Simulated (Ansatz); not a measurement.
# Hf2CO2 MXene monolayer in a perpendicular field, part 3 of 4

What dipole does a perpendicular field induce in the Hf2CO2 MXene monolayer, and does the gap follow? A positive field points along +c.

Ansatz 0.2.0; plane-wave DFT, r2SCAN-D4, Ansatz PAW (the session's first sound run).

So far, gap on the k-mesh (eV): 1.27 in steps 3, 4, 5, 6 and 7.

## Step 8: Response, atoms held

This step: plane-wave DFT, r2SCAN-D4, Ansatz PAW; response to a field along the normal, atoms held (Ansatz 0.2.0).

The dipoles give the slope, and the difference of two potentials shows where the field is screened.

This step gave:

* equivalent conductor thickness p/(ε₀AE): 5.426 Å
* distance between the outer atoms: 4.593 Å

Table of dipole of the cell by applied field:

| applied field (V/Å) | dipole of the cell (e·Å) |
| --- | --- |
| -0.300 | -0.0826 |
| -0.100 | -0.0275 |
| 0.000 | 5.7e-7 |
| 0.100 | 0.0275 |
| 0.500 | 0.138 |

Local field over the applied field, running mean. From the potentials at -0.1 and 0.1 V/Å; running mean over 2.5 Å. Table of local field over applied field by z:

| z (Å) | local field over applied field |
| --- | --- |
| 4.5 | 1.000 |
| 5.0 | 0.999 |
| 5.5 | 0.998 |
| 6.0 | 0.992 |
| 6.5 | 0.972 |
| 7.0 | 0.916 |
| 7.5 | 0.805 |
| 8.0 | 0.658 |
| 8.5 | 0.491 |
| 9.0 | 0.334 |
| 9.5 | 0.208 |
| 10.0 | 0.128 |
| 10.5 | 0.0854 |
| 11.0 | 0.0751 |
| 11.5 | 0.0751 |
| 12.0 | 0.0813 |
| 12.5 | 0.118 |
| 13.0 | 0.190 |
| 13.5 | 0.308 |
| 14.0 | 0.460 |
| 14.5 | 0.627 |
| 15.0 | 0.780 |
| 15.5 | 0.899 |
| 16.0 | 0.965 |
| 16.5 | 0.989 |
| 17.0 | 0.997 |
| 17.5 | 0.999 |
| 18.0 | 1.000 |
| 18.5 | 1.000 |

The induced electron density oscillates, so the rows of the table below give means over 0.5 Å (shorter at the two ends). Its distinct maxima (Å: e/Å³ per V/Å): 8.28: 0.00350, 10.67: 8.0e-4, 12.68: 1.5e-4. Distinct minima: 9.92: -1.5e-4, 11.92: -8.0e-4, 14.31: -0.00350.

Electrons, planar mean, per unit field. Induced electron density against z; means over each step:

z (Å), induced electron density (e/Å³ per V/Å) and a bar from the least value:
```
      4.5    0.00000 ###############
      5.0    0.00000 ###############
      5.5    0.00001 ###############
      6.0    0.00003 ################
      6.5    0.00012 ################
      7.0    0.00042 #################
      7.5    0.00124 ######################
      8.0    0.00275 #############################
      8.5    0.00287 ##############################
      9.0    0.00164 ########################
      9.5    0.00071 ###################
     10.0   -0.00003 ###############
     10.5    0.00063 ###################
     11.0    0.00025 #################
     11.5   -0.00014 ###############
     12.0   -0.00067 ############
     12.5   -0.00005 ###############
     13.0   -0.00041 #############
     13.5   -0.00164 #######
     14.0   -0.00251 ##
     14.5   -0.00300 
     15.0   -0.00148 ########
     15.5   -0.00052 #############
     16.0   -0.00015 ###############
     16.5   -0.00004 ###############
     17.0   -0.00001 ###############
     17.5    0.00000 ###############
     18.0    0.00000 ###############
     18.5    0.00000 ###############
```

The smaller of the gaps on the path and on the k-mesh, counted as 0 under 0.03 eV. The gap stays at 1.27 eV for applied field from -0.3 to 0.5 V/Å.

By hand: between -0.1 and 0.1 V/Å the dipole changes by 0.05505 e·Å, a slope of 0.2753 e·Å²/V. A perfect conductor of thickness t has p = ε₀AEt, so t = 180.95 × 0.2753 / 9.180 = 5.43 Å (e/ε₀ = 180.95 V·Å, A in Å²).

The induced dipole is that of a conductor 5.43 Å thick.

## Step 9: Field on, atoms free, field 0.1 V/Å

This step: plane-wave DFT, r2SCAN-D4, Ansatz PAW (Ansatz 0.2.0).

Now the atoms may follow the field. A weak field makes forces of meV/Å to tens of meV/Å, so the force tolerance is set well below the usual one.

Input file input.yaml:

```yaml
crystal:
  lattice:
    - [3.2558402619, 0.0, 0.0]
    - [-1.627920131, 2.8196403775, 0.0]
    - [0.0, 0.0, 22.5932085558]
  atoms:
    - { symbol: O, position: [0.3333333333, 0.6666666667, 0.3983497952] }
    - { symbol: Hf, position: [0.6666666667, 0.3333333333, 0.4391062963] }
    - { symbol: C, position: [0.0, 0.0, 0.5] }
    - { symbol: Hf, position: [0.3333333333, 0.6666666667, 0.5608937037] }
    - { symbol: O, position: [0.6666666667, 0.3333333333, 0.6016502048] }
kpoints:
  mp_grid: { grid: [12, 12, 1] }
hamiltonian:
  xc: r2scan
  dispersion: d4
scf:
  occupations: { method: fermi_dirac, width: 0.02585 }
  convergence: { dr2_threshold: 1.0e-10 }
efield:
  axis: 3
  dipole_correction: true
  ramp_position: 0.97
  ramp_width: 0.06
  amplitude: 0.1
relax:
  f_tol: 0.001
  max_steps: 60
output:
  write_potential: true
  write_density: true
  volumetric_format: npy
```

Command:

```console
ansatz run input.yaml --threads 4 --pin off --max-ram 6144MiB --backend cpu --events-out ev --progress --plain --runs-dir out
```

The program printed:

```text
[...]
Crystal: 5 atoms, lattice volume = 207.412 Å³
Basis set: ecut = 500 eV, 5189 PW (Γ), exchange–correlation on 96×96×720 points (64 copies of the dense FFT grid, shifted against one another)
Bands: 41, of which v1, the nominal top of the filled ones, is band 34 counted from 1 (33 counted from 0)
Symmetry: 6 space group operations
k-points: 19 of 144 (time reversal used)
[...]
SCF iter   1: F=—  HF=-32862.379238 eV  |F-HF|=—  |Δ(HF+E_count)|=         —  Δρ=6.47e-3  dr2=1.26e-1  dr2_τ=3.52e-1  ethr=1.77e-3  p=0.000 e·Å  D=3.56e-6 V/Å  ΔV_dip=-0.00 eV  dr2_dipole=1.55e-2  V_vac-E_F(+/−)=6.09/4.08 eV  ⟨swp⟩=7.9  Hψ=3222  notcnv=0  defer=2
[...]
SCF iter  13: F=-32862.455458 eV  HF=-32862.455458 eV  |F-HF|=1.09e-10  |Δ(HF+E_count)|=  1.96e-10  Δρ=9.17e-8  dr2=6.77e-11  dr2_τ=1.65e-12  ethr=1.00e-12  p=0.028 e·Å  D=2.40e-2 V/Å  ΔV_dip=-0.54 eV  dr2_dipole=1.48e-11  V_vac-E_F(+/−)=5.52/4.06 eV  ⟨swp⟩=7.9  Hψ=4713  notcnv=0
SCF 1 converged in 13 iterations: F = -32862.455458 eV  dr2 = 6.77e-11
[...]
relax step   1: F+E_penalty+E_count = -32862.45545798 eV  Δ(F+E_penalty+E_count) = +0.000e0 eV  max|allowed force component| = 6.567e-2 eV/Å  Δτ_max = 0.0000 Å  (13 SCF iters, accepted)
[...]
SCF iter   9: F=-32862.455614 eV  HF=-32862.455614 eV  |F-HF|=1.02e-10  |Δ(HF+E_count)|=  1.82e-10  Δρ=2.00e-7  dr2=3.60e-11  dr2_τ=7.61e-12  ethr=1.00e-12  p=0.032 e·Å  D=2.83e-2 V/Å  ΔV_dip=-0.64 eV  dr2_dipole=5.85e-13  V_vac-E_F(+/−)=5.48/4.10 eV  ⟨swp⟩=7.0  Hψ=5619  notcnv=0
SCF 2 converged in 9 iterations: F = -32862.455614 eV  dr2 = 3.60e-11
relax step   2: F+E_penalty+E_count = -32862.45561434 eV  Δ(F+E_penalty+E_count) = -1.564e-4 eV  max|allowed force component| = 2.628e-2 eV/Å  Δτ_max = 0.0024 Å  (9 SCF iters, accepted)
SCF iter   1: F=—  HF=-32862.455572 eV  |F-HF|=—  |Δ(HF+E_count)|=         —  Δρ=6.45e-5  dr2=9.36e-5  dr2_τ=7.53e-5  ethr=1.04e-6  p=0.032 e·Å  D=2.83e-2 V/Å  ΔV_dip=-0.64 eV  dr2_dipole=2.75e-5  V_vac-E_F(+/−)=5.48/4.10 eV  ⟨swp⟩=1.9  Hψ=1105  notcnv=0  defer=21
[...]
SCF iter   8: F=-32862.455639 eV  HF=-32862.455639 eV  |F-HF|=2.18e-11  |Δ(HF+E_count)|=  1.09e-10  Δρ=1.56e-7  dr2=3.67e-11  dr2_τ=9.10e-12  ethr=1.00e-12  p=0.031 e·Å  D=2.72e-2 V/Å  ΔV_dip=-0.61 eV  dr2_dipole=9.34e-13  V_vac-E_F(+/−)=5.49/4.09 eV  ⟨swp⟩=8.3  Hψ=5047  notcnv=0
SCF 3 converged in 8 iterations: F = -32862.455639 eV  dr2 = 3.67e-11
relax step   3: F+E_penalty+E_count = -32862.45563871 eV  Δ(F+E_penalty+E_count) = -2.437e-5 eV  max|allowed force component| = 2.043e-3 eV/Å  Δτ_max = 0.0008 Å  (8 SCF iters, accepted)
[...]
relax step   4: F+E_penalty+E_count = -32862.45563880 eV  Δ(F+E_penalty+E_count) = -9.194e-8 eV  max|allowed force component| = 2.414e-3 eV/Å  Δτ_max = 0.0003 Å  (7 SCF iters, accepted)
SCF iter   1: F=—  HF=-32862.455638 eV  |F-HF|=—  |Δ(HF+E_count)|=         —  Δρ=7.75e-6  dr2=1.16e-7  dr2_τ=2.35e-6  ethr=2.00e-9  p=0.031 e·Å  D=2.72e-2 V/Å  ΔV_dip=-0.61 eV  dr2_dipole=8.33e-9  V_vac-E_F(+/−)=5.49/4.09 eV  ⟨swp⟩=2.2  Hψ=1655  notcnv=0  defer=21
[...]
SCF iter   6: F=-32862.455639 eV  HF=-32862.455639 eV  |F-HF|=6.55e-11  |Δ(HF+E_count)|=  1.53e-10  Δρ=1.80e-7  dr2=3.90e-11  dr2_τ=6.37e-12  ethr=1.00e-12  p=0.031 e·Å  D=2.72e-2 V/Å  ΔV_dip=-0.61 eV  dr2_dipole=8.32e-14  V_vac-E_F(+/−)=5.49/4.09 eV  ⟨swp⟩=8.0  Hψ=4847  notcnv=0
SCF 5 converged in 6 iterations: F = -32862.455639 eV  dr2 = 3.90e-11
relax step   5: F+E_penalty+E_count = -32862.45563901 eV  Δ(F+E_penalty+E_count) = -2.150e-7 eV  max|allowed force component| = 3.570e-5 eV/Å  Δτ_max = 0.0001 Å  (6 SCF iters, accepted)
[...]
the band table was solved once a step of the walk had ended and its energy, with any forces and stress, was formed, with the checks that follow a solve (4383 applications of the Hamiltonian). They found nothing against the state; the energy, forces and stress were not computed again (output.eigenvalues in the input reference)
[...]
SCF iter   2: F=-32862.455639 eV  HF=-32862.455639 eV  |F-HF|=7.28e-11  |Δ(HF+E_count)|=  1.02e-10  Δρ=9.71e-8  dr2=1.09e-11  dr2_τ=2.09e-12  ethr=1.00e-12  p=0.031 e·Å  D=2.72e-2 V/Å  ΔV_dip=-0.61 eV  dr2_dipole=3.62e-14  V_vac-E_F(+/−)=5.49/4.09 eV  ⟨swp⟩=7.3  Hψ=4453  notcnv=0
SCF 6 converged in 2 iterations: F = -32862.455639 eV  dr2 = 1.09e-11
[...]
SCF converged after 2 iterations
Free energy (F): -32862.455639 eV
[...]
Internal energy: -32862.455639 eV  (E = F + TS)
E sigma→0 (E₀):  -32862.455639 eV
Fermi energy:    1.842157 eV
Dipole field:    D = 0.027174 V/Å  (p = 0.031148 e·Å, saw-weighted, corrected)
Work function:   not extracted (applied field tilts the vacuum); planar V_es + V_field profile in the machine report
[...]
--- Forces (eV/Å), atoms counted from 1 ---
  atom   1  O      0.00000000     0.00000000    -0.00000991
  atom   2  Hf     0.00000000     0.00000000    -0.00001205
  atom   3  C      0.00000000    -0.00000000     0.00003530
  atom   4  Hf    -0.00000000    -0.00000000    -0.00003481
  atom   5  O     -0.00000000    -0.00000000     0.00002435
  max |Σ_I F_I| component: 2.88e-6 eV/Å
--- Band table (eV; the first three rows and the last of 19) ---
  k-point 0: bands = [... 30 lower, -3.3528, -0.2429, 1.2139, 1.2139, 3.7826, 3.7826, 4.1236, 5.4988, ... 3 higher]
  k-point 1: bands = [... 30 lower, -3.2292, -0.0916, 0.6198, 0.9584, 3.7164, 4.1112, 4.2753, 5.5484, ... 3 higher]
  k-point 2: bands = [... 30 lower, -2.9932, -0.5077, 0.1123, 0.4936, 3.3284, 4.7165, 4.7308, 5.6496, ... 3 higher]
  k-point 18: bands = [... 30 lower, -2.9580, -1.3902, -1.3853, -1.3638, 4.1056, 5.1364, 5.1500, 6.0852, ... 3 higher]
--- Relaxed structure (5 steps of the walk, 5 accepted, 0 SCFs on fresh bases) ---
  F+E_penalty+E_count = -32862.45563901 eV   max|allowed force component| = 3.570e-5 eV/Å
  atoms:
    - { symbol: O, position: [0.333333, 0.666667, 0.398283] }
    - { symbol: Hf, position: [0.666667, 0.333333, 0.439178] }
    - { symbol: C, position: [0, 0, 0.499983] }
    - { symbol: Hf, position: [0.333333, 0.666667, 0.560969] }
    - { symbol: O, position: [0.666667, 0.333333, 0.601587] }
```

Elapsed: 29 s, on 4 threads of Intel Xeon Platinum 8488C (Sapphire Rapids), shared host; peak memory 1 GiB.

Hardly anything moved in the relaxation; the energy changed by under 0.2 meV an atom.

Numbers from this step:

```yaml
gap_on_the_k_mesh: 1.271 eV
dipole_along_the_normal: 0.03115 e·Å
```

The relaxation took 5 steps and lowered the energy by 1.8e-4 eV; the largest force on the free atoms ends at 3.6e-5 eV/Å.

The dipole is 0.0311 e·Å, and the gap on the mesh 1.271 eV.

## Step 10: Field on, atoms free, field -0.1 V/Å

The opposite sign, again from the field-free geometry; the difference of the two cancels what relaxes without a field.

input.yaml: that of step 9 with these lines changed.

```diff
@@ -24,3 +24,3 @@
   ramp_width: 0.06
-  amplitude: 0.1
+  amplitude: -0.1
 relax:
```

The program printed:

```text
[...]
Crystal: 5 atoms, lattice volume = 207.412 Å³
Basis set: ecut = 500 eV, 5189 PW (Γ), exchange–correlation on 96×96×720 points (64 copies of the dense FFT grid, shifted against one another)
Bands: 41, of which v1, the nominal top of the filled ones, is band 34 counted from 1 (33 counted from 0)
Symmetry: 6 space group operations
k-points: 19 of 144 (time reversal used)
[...]
--- Relaxed structure (5 steps of the walk, 5 accepted, 0 SCFs on fresh bases) ---
  F+E_penalty+E_count = -32862.45563901 eV   max|allowed force component| = 3.569e-5 eV/Å
  atoms:
    - { symbol: O, position: [0.333333, 0.666667, 0.398413] }
    - { symbol: Hf, position: [0.666667, 0.333333, 0.439031] }
    - { symbol: C, position: [0, 0, 0.500017] }
    - { symbol: Hf, position: [0.333333, 0.666667, 0.560822] }
    - { symbol: O, position: [0.666667, 0.333333, 0.601717] }
[key lines of the parts left out:]
SCF converged after 2 iterations
Free energy (F): -32862.455639 eV
Fermi energy:    1.842157 eV
Dipole field:    D = -0.027174 V/Å  (p = -0.031148 e·Å, saw-weighted, corrected)
```

It took 31 s on 4 threads; peak memory 1 GiB.

Hardly anything moved in the relaxation; the energy changed by under 0.2 meV an atom.

This step gave:

```yaml
dipole_along_the_normal: -0.03115 e·Å
```

The relaxation took 5 steps and lowered the energy by 1.8e-4 eV; the largest force on the free atoms ends at 3.6e-5 eV/Å.

The dipole is -0.0311 e·Å, and the gap on the mesh 1.271 eV.

## Step 11: Response, atoms relaxed

This step: plane-wave DFT, r2SCAN-D4, Ansatz PAW; response to a field along the normal, atoms relaxed (Ansatz 0.2.0).

The same analysis on the two relaxed runs holds the ionic part too; their mesh is coarser, so small differences from the held value can come from that.

This step gave:

- equivalent conductor thickness p/(ε₀AE): 6.140 Å

The dipole of the cell by applied field:

| applied field (V/Å) | dipole of the cell (e·Å) |
| --- | --- |
| -0.1000 | -0.0311 |
| 0.1000 | 0.0311 |

Local field over the applied field, running mean. From the potentials at -0.1 and 0.1 V/Å; running mean over 2.5 Å. The local field over applied field by z:

| z (Å) | local field over applied field |
| --- | --- |
| 4.5 | 1.000 |
| 5.0 | 0.999 |
| 5.5 | 0.998 |
| 6.0 | 0.992 |
| 6.5 | 0.970 |
| 7.0 | 0.889 |
| 7.5 | 0.770 |
| 8.0 | 0.756 |
| 8.5 | 0.453 |
| 9.0 | 0.157 |
| 9.5 | -0.0166 |
| 10.0 | 0.00911 |
| 10.5 | -0.0574 |
| 11.0 | 0.0305 |
| 11.5 | 0.0405 |
| 12.0 | -0.0495 |
| 12.5 | -0.00214 |
| 13.0 | -0.00558 |
| 13.5 | 0.107 |
| 14.0 | 0.387 |
| 14.5 | 0.724 |
| 15.0 | 0.768 |
| 15.5 | 0.854 |
| 16.0 | 0.962 |
| 16.5 | 0.989 |
| 17.0 | 0.997 |
| 17.5 | 0.999 |
| 18.0 | 1.000 |
| 18.5 | 1.000 |

Electrons, planar mean, per unit field. The induced electron density by z:

| z (Å) | induced electron density (e/Å³ per V/Å) |
| --- | --- |
| 5.5 | 7.1e-6 |
| 6.0 | 3.0e-5 |
| 6.5 | 1.1e-4 |
| 7.0 | 4.0e-4 |
| 7.5 | 0.00136 |
| 8.0 | 0.00468 |
| 8.5 | 0.0166 |
| 9.0 | -0.0109 |
| 9.5 | -0.0917 |
| 10.0 | 0.0273 |
| 10.5 | 0.0560 |
| 11.0 | 0.00555 |
| 11.5 | -0.00316 |
| 12.0 | -0.0409 |
| 12.5 | -0.0565 |
| 13.0 | 0.0911 |
| 13.5 | 0.0256 |
| 14.0 | -0.0180 |
| 14.5 | -0.00599 |
| 15.0 | -0.00172 |
| 15.5 | -5.0e-4 |
| 16.0 | -1.4e-4 |
| 16.5 | -3.8e-5 |
| 17.0 | -1.0e-5 |
| 17.5 | -2.9e-6 |

The induced dipole is that of a conductor 6.14 Å thick.

## Step 12: Same geometry, cutoff 420 eV, functional LDA

This step: plane-wave DFT, LDA, Ansatz PAW (Ansatz 0.2.0).

The geometry is kept and the functional is LDA; other changes against the main runs: SCF threshold 1.0e-10 → 1.0e-09 eV, cutoff 500 → 420, k-mesh 18×18×1 → 6×6×1 and no dispersion term, which doesn't act on the electrons.

input.yaml, the sections that differ from step 10:

```yaml
kpoints:
  mp_grid: { grid: [6, 6, 1] }
hamiltonian:
  xc: lda
scf:
  occupations: { method: fermi_dirac, width: 0.02585 }
  convergence: { dr2_threshold: 1.0e-09 }
efield:
  axis: 3
  dipole_correction: true
  ramp_position: 0.97
  ramp_width: 0.06
  amplitude: 0.1
# crystal, output: as in step 10
# relax: removed
```

The program printed:

```text
[...]
Crystal: 5 atoms, lattice volume = 207.412 Å³
Basis set: ecut = 420 eV, 4143 PW (Γ)
Bands: 41, of which v1, the nominal top of the filled ones, is band 34 counted from 1 (33 counted from 0)
Symmetry: 6 space group operations
k-points: 7 of 36 (time reversal used)
[...]
SCF iter   1: F=—  HF=-32319.731631 eV  |F-HF|=—  |Δ(HF+E_count)|=         —  Δρ=9.02e-2  dr2=2.20e1  ethr=3.10e-3  p=0.033 e·Å  D=2.91e-2 V/Å  ΔV_dip=-0.66 eV  dr2_dipole=3.45e-4  V_vac-E_F(+/−)=9.85/8.49 eV  ⟨swp⟩=7.4  Hψ=1272  notcnv=0
[...]
SCF iter  14: F=-32313.688631 eV  HF=-32313.688631 eV  |F-HF|=2.18e-10  |Δ(HF+E_count)|=  3.02e-10  Δρ=3.58e-7  dr2=3.63e-10  ethr=1.47e-12  p=0.028 e·Å  D=2.44e-2 V/Å  ΔV_dip=-0.55 eV  dr2_dipole=1.32e-11  V_vac-E_F(+/−)=5.84/4.38 eV  ⟨swp⟩=3.3  Hψ=677  notcnv=0
SCF 1 converged in 14 iterations: F = -32313.688631 eV  dr2 = 3.63e-10
[...]
SCF converged after 14 iterations
Free energy (F): -32313.688631 eV
[...]
Internal energy: -32313.688631 eV  (E = F + TS)
E sigma→0 (E₀):  -32313.688631 eV
Fermi energy:    1.510009 eV
Dipole field:    D = 0.024407 V/Å  (p = 0.027976 e·Å, saw-weighted, corrected)
Work function:   not extracted (applied field tilts the vacuum); planar V_es + V_field profile in the machine report
[...]
--- Band table (eV; the first three rows and the last of 7) ---
  k-point 0: bands = [... 30 lower, -3.3619, -0.3811, 1.0715, 1.0715, 3.1769, 3.1769, 3.5958, 4.8178, ... 3 higher]
  k-point 1: bands = [... 30 lower, -2.9782, -0.6639, 0.0155, 0.3286, 2.7581, 4.0950, 4.1110, 4.9334, ... 3 higher]
  k-point 2: bands = [... 30 lower, -3.0699, -1.7041, -0.4179, -0.1421, 2.2041, 4.5144, 5.1422, 5.4193, ... 3 higher]
  k-point 6: bands = [... 30 lower, -2.9551, -1.4602, -1.4164, -1.4020, 3.4855, 4.4612, 4.4966, 5.3968, ... 3 higher]
```

Elapsed: 2 s, on 4 threads; peak memory 0.53 GiB; 6.8 s of CPU time.

Read from the output:

```yaml
dipole_along_the_normal: 0.02798 e·Å
```

The dipole is 0.0280 e·Å.

## Step 13: Same geometry, cutoff 420 eV, functional LDA (run 2)

The same run in the opposite field.

input.yaml: that of step 12 with these lines changed.

```diff
@@ -23,3 +23,3 @@
   ramp_width: 0.06
-  amplitude: 0.1
+  amplitude: -0.1
 output:
```

The program printed:

```text
[...]
Crystal: 5 atoms, lattice volume = 207.412 Å³
Basis set: ecut = 420 eV, 4143 PW (Γ)
Bands: 41, of which v1, the nominal top of the filled ones, is band 34 counted from 1 (33 counted from 0)
Symmetry: 6 space group operations
k-points: 7 of 36 (time reversal used)
[...]
k-point 0: bands = [... 30 lower, -3.3619, -0.3811, 1.0715, 1.0715, 3.1769, 3.1769, 3.5958, 4.8178, ... 3 higher]
  k-point 1: bands = [... 30 lower, -2.9782, -0.6639, 0.0155, 0.3286, 2.7581, 4.0950, 4.1110, 4.9334, ... 3 higher]
  k-point 2: bands = [... 30 lower, -3.0699, -1.7041, -0.4179, -0.1421, 2.2041, 4.5144, 5.1422, 5.4193, ... 3 higher]
  k-point 6: bands = [... 30 lower, -2.9551, -1.4602, -1.4164, -1.4020, 3.4855, 4.4612, 4.4966, 5.3968, ... 3 higher]
[key lines of the parts left out:]
SCF converged after 14 iterations
Free energy (F): -32313.688631 eV
Fermi energy:    1.510009 eV
Dipole field:    D = -0.024407 V/Å  (p = -0.027976 e·Å, saw-weighted, corrected)
```

Wall time 2 s (4 threads); peak memory 0.55 GiB.

The dipole is -0.0280 e·Å.

## Step 14: Response at this level

This step: plane-wave DFT, LDA, Ansatz PAW; response to a field along the normal, atoms held (Ansatz 0.2.0).

The two signs of the field give the slope at this level.

This step gave:

| Item | Value |
| --- | --- |
| equivalent conductor thickness p/(ε₀AE) | 5.514 Å |

The induced dipole is that of a conductor 5.51 Å thick.

## Step 15: Same geometry, cutoff 420 eV, functional PBE

This step: plane-wave DFT, PBE, Ansatz PAW (Ansatz 0.2.0).

The geometry is kept and the functional is PBE; other changes against the main runs: SCF threshold 1.0e-10 → 1.0e-09 eV, cutoff 500 → 420, k-mesh 18×18×1 → 6×6×1 and no dispersion term, which doesn't act on the electrons.

input.yaml: that of step 13 with these lines changed.

```diff
@@ -14,3 +14,3 @@
 hamiltonian:
-  xc: lda
+  xc: pbe
 scf:
@@ -23,3 +23,3 @@
   ramp_width: 0.06
-  amplitude: -0.1
+  amplitude: 0.1
 output:
```

The program printed:

```text
[...]
Crystal: 5 atoms, lattice volume = 207.412 Å³
Basis set: ecut = 420 eV, 4143 PW (Γ)
Bands: 41, of which v1, the nominal top of the filled ones, is band 34 counted from 1 (33 counted from 0)
Symmetry: 6 space group operations
k-points: 7 of 36 (time reversal used)
[...]
k-point 0: bands = [... 30 lower, -2.9641, -0.0100, 1.4341, 1.4341, 3.6708, 3.6708, 4.0214, 5.3360, ... 3 higher]
  k-point 1: bands = [... 30 lower, -2.5980, -0.2836, 0.3736, 0.7104, 3.2245, 4.5803, 4.5829, 5.3844, ... 3 higher]
  k-point 2: bands = [... 30 lower, -2.6857, -1.3260, -0.0536, 0.2303, 2.6589, 5.0316, 5.6460, 5.9040, ... 3 higher]
  k-point 6: bands = [... 30 lower, -2.5700, -1.0936, -1.0550, -1.0402, 3.9727, 4.9728, 5.0080, 5.8982, ... 3 higher]
[key lines of the parts left out:]
SCF converged after 14 iterations
Free energy (F): -32834.882612 eV
Fermi energy:    1.918184 eV
Dipole field:    D = 0.024394 V/Å  (p = 0.027961 e·Å, saw-weighted, corrected)
```

The job ended after 1.9 s (4 threads; peak memory 0.55 GiB; 6.7 s of CPU time).

The dipole is 0.0280 e·Å.

(Part 3 of 4 ends here.)

[Long decimals in the printed logs are rounded to 6 places.]

[Logs are printed without paths, hosts, clocks, repeated set-up lines and the standing remarks that a program may print on its own settings, such as how far it seeks lower states.]

[Hosts, paths, dates, database ids (printed as entryN), source tags and the programs' standing remarks are cut or masked in the printed files.]

[Maps of the electrostatic potential energy from Ansatz leave out the sawtooth potential of an applied field or a dipole correction, so their vacuum need not be flat; planar profiles and work functions include it.]
